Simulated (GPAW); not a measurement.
As:

```
As
1.0
     1.88080    1.08588    3.51406
    -1.88080    1.08588    3.51406
     0.00000   -2.17176    3.51406
As
2
Direct
  0.22600 0.22600 0.22600
  0.77400 0.77400 0.77400
```

```yaml
Program: GPAW 26.7.0
Task: relaxation of cell and atoms
Functional: MS2
Potentials_or_basis: GPAW PAW data sets (gpaw-data 1.2.1)
Cutoff: 600 eV
Basis: pw
k_mesh: 6 × 6 × 6
Occupations: fermi-dirac, width 0.05 eV
Spin: no spin polarisation
```

At the start: pressure -0.1 GPa; volume 21.53 Å³/atom.

**Question.** How do energy, volume and symmetry change on relaxing?

**Answer.** Over 10 steps the energy falls by 3.8 meV/atom and the volume is 21.03 Å³/atom (-2.3 %); space group R-3m (No. 166, to 0.05 Å).

The path:
```tsv
step	energy change (eV)	largest force (eV/Å)	pressure (GPa)	volume (Å³)
1	0.0000	0.1682	-0.10	43.06
2	-0.0009	0.1273	-0.22	43.05
3	-0.0033	0.0414	-0.63	42.90
4	-0.0041	0.0734	-0.61	42.76
5	-0.0061	0.1098	-0.26	42.23
6	-0.0068	0.0766	0.06	41.99
7	-0.0073	0.0206	0.27	41.92
8	-0.0074	0.0062	0.27	41.95
9	-0.0075	0.0184	0.18	42.01
10	-0.0076	0.0117	0.05	42.05
```

Final structure:
```
As
1.0
     1.88726    1.08961    3.40811
    -1.88726    1.08961    3.40811
     0.00000   -2.17922    3.40811
As
2
Direct
  0.22817 0.22817 0.22817
  0.77183 0.77183 0.77183
```

Caveat: later steps reuse the first step's grids; the PAW data sets were made with another functional, which shifts forces and pressure a little.
